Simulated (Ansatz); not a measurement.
# Cu: the cost of one run

Computed with Ansatz 0.2.0 (DFT PBE, scalar-relativistic, plane waves, PAW, unless a step's input says otherwise).

2 further runs of the same task are left out: 2 set aside as unsound or not needed.

## Step 1: The starting structure

The structure is cubic, space group Fm-3m (No. 225). The conventional cell has a = 3.630 Å, b = 3.630 Å, c = 3.630 Å, α = 90.00°, β = 90.00°, γ = 90.00°. Around Cu (site symmetry m-3m) lie 12 Cu at 2.57 Å.

Coordinates:

```
Cu
1.0
     0.00000    1.81487    1.81487
     1.81487    0.00000    1.81487
     1.81487    1.81487    0.00000
Cu
1
Direct
  0.00000 0.00000 0.00000
```

It is the result of an earlier relaxation at this level (volume 11.96 Å³/atom; gap on the mesh: none (metal)).

## Step 2: Cutting the slab

Planes are indexed in the bulk's conventional cell (Fm-3m (No. 225)), a = 3.630 Å, b = 3.630 Å, c = 3.630 Å, α = 90.00°, β = 90.00°, γ = 90.00°.

A (111) slab, 6.3 Å thick as cut, with 17 Å of vacuum, in a 2×2 surface cell; its outer planes are Cu (top) and Cu (bottom).

The slab as cut. Its planes from the bottom up:

```
plane  atoms per cell  height over the lowest (Å)
    1             Cu4                        0.00
    2             Cu4                        2.10
    3             Cu4                        4.19
    4             Cu4                        6.29
```

## Step 3: Relaxing the clean slab

input.yaml

```yaml
crystal:
  lattice:
    - [5.1332392107, 0.0, 0.0]
    - [-2.5666196053, 4.4455155601, 0.0]
    - [0.0, 0.0, 23.2869083969]
  atoms:
    - { symbol: Cu, position: [0.3333333333, 0.1666666667, 0.3650119567] }
    - { symbol: Cu, position: [0.3333333333, 0.6666666667, 0.3650119567] }
    - { symbol: Cu, position: [0.8333333333, 0.1666666667, 0.3650119567] }
    - { symbol: Cu, position: [0.8333333333, 0.6666666667, 0.3650119567] }
    - { symbol: Cu, position: [0.6666666667, 0.3333333333, 0.4550039856] }
    - { symbol: Cu, position: [0.6666666667, 0.8333333333, 0.4550039856] }
    - { symbol: Cu, position: [0.1666666667, 0.3333333333, 0.4550039856] }
    - { symbol: Cu, position: [0.1666666667, 0.8333333333, 0.4550039856] }
    - { symbol: Cu, position: [0.0, 0.5, 0.5449960144] }
    - { symbol: Cu, position: [0.0, 0.0, 0.5449960144] }
    - { symbol: Cu, position: [0.5, 0.5, 0.5449960144] }
    - { symbol: Cu, position: [0.5, 0.0, 0.5449960144] }
    - { symbol: Cu, position: [0.3333333333, 0.6666666667, 0.6349880433] }
    - { symbol: Cu, position: [0.3333333333, 0.1666666667, 0.6349880433] }
    - { symbol: Cu, position: [0.8333333333, 0.6666666667, 0.6349880433] }
    - { symbol: Cu, position: [0.8333333333, 0.1666666667, 0.6349880433] }
basis:
  ecutwfc: 420
kpoints:
  mp_grid: { grid: [6, 6, 1] }
hamiltonian:
  xc: pbe
scf:
  occupations: { method: gaussian, width: 0.1 }
output:
  forces: true
  eigenvalues: true
  write_density: true
  write_potential: true
  elf: true
  volumetric_format: npy
relax:
  adjacent_minimum: "off"
  f_tol: 0.03
  max_steps: 70
  constraints: [{ sites: [0, 1, 2, 3, 4, 5, 6, 7] }]
efield:
  axis: 3
  dipole_correction: true
  ramp_width: 0.04
```

On the command line:

```
> ansatz run input.yaml --threads 4 --pin off --max-ram 10240MiB --backend cpu --events-out ev --progress --plain --runs-dir out
```

What time and memory should one allow on 4 threads of AMD EPYC 7R43 (Zen 3), shared host?

About 69 s, with a peak of 2.3 GiB.
